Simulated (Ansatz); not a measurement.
A computed series for TlBr: response to strain

Take TlBr in the CsCl type structure (space group Pm-3m, No. 221; a = 3.915 Å) as the base. Axes: x, y, z lie along the cube axes.

Strains are applied to the cell and any free atomic positions relax; under biaxial strain the out-of-plane vector relaxes too.

The values are results of Ansatz (a quantum-chemistry and plane-wave program), PBEsol, PAW, cutoff 420 eV, no spin-orbit coupling, not measurements.

Notes on the quantities. in-plane stress: mean in-plane stress (compression positive).

| variant | electron mass | band gap | in-plane stress | out-of-plane strain | shortest interatomic distance |
|---|---|---|---|---|---|
| base | 0.14 mₑ along k, 0.20 mₑ across (at X) | 1.59 eV | – | – | 3.390 Å |
| biaxial strain −2.50 %, plane normal [111], relaxed out of plane | 0.17 mₑ along k, 0.49 mₑ across (at R) | 1.49 eV | +1.0 GPa | +3.23 % | 3.327 Å |
| biaxial strain −2.08 %, plane normal [111], relaxed out of plane | – | 1.51 eV | +0.8 GPa | +2.55 % | 3.337 Å |
| biaxial strain −1.67 %, plane normal [111], relaxed out of plane | 0.13 mₑ along k, 0.20 mₑ across (at X) | 1.53 eV | +0.7 GPa | +1.95 % | 3.347 Å |
| biaxial strain −1.25 %, plane normal [111], relaxed out of plane | 0.13 mₑ along k, 0.20 mₑ across (at X) | 1.54 eV | +0.5 GPa | +1.36 % | 3.358 Å |
| biaxial strain −0.83 %, plane normal [111], relaxed out of plane | 0.13 mₑ along k, 0.20 mₑ across (at X) | 1.56 eV | +0.3 GPa | +0.87 % | 3.368 Å |
| biaxial strain −0.42 %, plane normal [111], relaxed out of plane | 0.13 mₑ along k, 0.20 mₑ across (at X) | 1.57 eV | +0.2 GPa | +0.42 % | 3.379 Å |
| biaxial strain +0.42 %, plane normal [111], relaxed out of plane | 0.14 mₑ along k, 0.20 mₑ across (at X) | 1.60 eV | -0.2 GPa | -0.41 % | 3.376 Å |
| biaxial strain +1.25 %, plane normal [111], relaxed out of plane | 0.14 mₑ along k, 0.21 mₑ across (at X) | … | … | … | … |
| biaxial strain +2.08 %, plane normal [111], relaxed out of plane | 0.14 mₑ along k, 0.21 mₑ across (at X) | 1.64 eV | -0.8 GPa | -1.74 % | 3.331 Å |

Some entries are withheld; estimate them.


- biaxial strain +1.25 %, plane normal [111], relaxed out of plane, band gap: 1.62 eV
- biaxial strain +1.25 %, plane normal [111], relaxed out of plane, in-plane stress: -0.5 GPa
- biaxial strain +1.25 %, plane normal [111], relaxed out of plane, out-of-plane strain: -1.13 %
- biaxial strain +1.25 %, plane normal [111], relaxed out of plane, shortest interatomic distance: 3.352 Å

Spin-orbit coupling, missing from the scalar runs, can matter with Tl. Masses are band curvatures over ±0.01 Å⁻¹ around the edge. Along k means along the line from Γ to the band edge. Stability against distortions was not tested.
